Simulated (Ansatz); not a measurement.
Theory: DFT PBEsol, scalar-relativistic, plane waves, PAW (Ansatz 0.2.0).

Plane waves to 420 eV, a k mesh through Γ of 15×15×15 on the computed 2-atom cell and Gaussian smearing (0.02 eV); no spin polarisation.

```
C
1.0
     1.24747    0.72022    3.09876
    -1.24747    0.72022    3.09876
     0.00000   -1.44045    3.09876
C
2
Direct
  0.16101 0.16101 0.16101
  0.83899 0.83899 0.83899
```

(1) Is this geometry at equilibrium? Which atom feels the largest force?

(2) Give all forces and the stress.

 The cell holds layers, and where no dispersion correction was added their binding is poorly described.

Results:

(1) It isn't. Atom 1 (C) feels (0.00, 0.00, 1.65) eV/Å, 1.655 eV/Å in size, and symmetry-related atoms feel the same size.

(2)
```
atom Fx Fy Fz
  C1  0.000  0.000   1.655
  C2  0.000  0.000  -1.655
```
Stress (GPa, compression positive):
```
-18.85   0.00   0.00
  0.00 -18.85   0.00
  0.00   0.00   2.75
```